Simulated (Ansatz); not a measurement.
Crystal: Ti3Ni.

```
Ni Ti
1.0
     3.93518    0.00000    0.00000
     0.00000    3.93518    0.00000
     0.00000    0.00000    3.93518
Ni Ti
1 3
Cartesian
  0.0000 0.0000 0.0000
  1.9676 1.9676 0.0000
  1.9676 0.0000 1.9676
  0.0000 1.9676 1.9676
```

The cell comes from a database or a generator and needn't be the stable form of this composition.

| Property | Result |
| --- | --- |
| Program | Ansatz 0.2.0 |
| Task | single point |
| Functional | PBEsol |
| Potentials or basis | Ansatz PAW |
| Cutoff | 420 eV (not typed: the program's choice for these potentials) |
| k mesh | 7 × 7 × 7 |
| Occupations | fermi-dirac, width 0.05 eV |
| Spin | collinear spin, ferromagnetic start |
| Starting moments | [1.0, 1.0, 1.0, 1.0] μB |

On this cell: pressure -5.1 GPa; largest force zero by symmetry; net moment 0.00 μB per cell; band gap on the k mesh none (metal or under the smearing width).

The same run follows on a disturbed copy (atoms moved at random, drawn with an rms of 0.05 Å):

```
Ni Ti
1.0
     3.93518    0.00000    0.00000
     0.00000    3.93518    0.00000
     0.00000    0.00000    3.93518
Ni Ti
1 3
Direct
  0.99641 0.99244 0.99911
  0.49790 0.50030 0.99932
  0.49219 0.98582 0.50622
  0.00393 0.51545 0.50813
```

Problem. What does the disturbed cell give?

Solution. The energy (extrapolated to zero smearing) moves by +12.3 meV/atom; pressure -4.7 GPa; largest force 0.806 eV/Å; net moment 0.00 μB per cell; band gap on the k mesh none (metal or under the smearing width).

Forces on the atoms (eV/Å):
```
Ni   0.006  0.116  0.070
Ti   0.142 -0.401  0.271
Ti   0.171  0.771 -0.164
Ti  -0.320 -0.485 -0.178
```

Stress tensor (GPa, compression positive):
```
-4.57 -0.04 -0.03
-0.04 -4.75  0.04
-0.03  0.04 -4.76
```

Caveats: the PAW data sets come from PBE, with cores solved anew for the run's functional, which leaves a small shift of forces and pressure; the starting moments weren't kept.
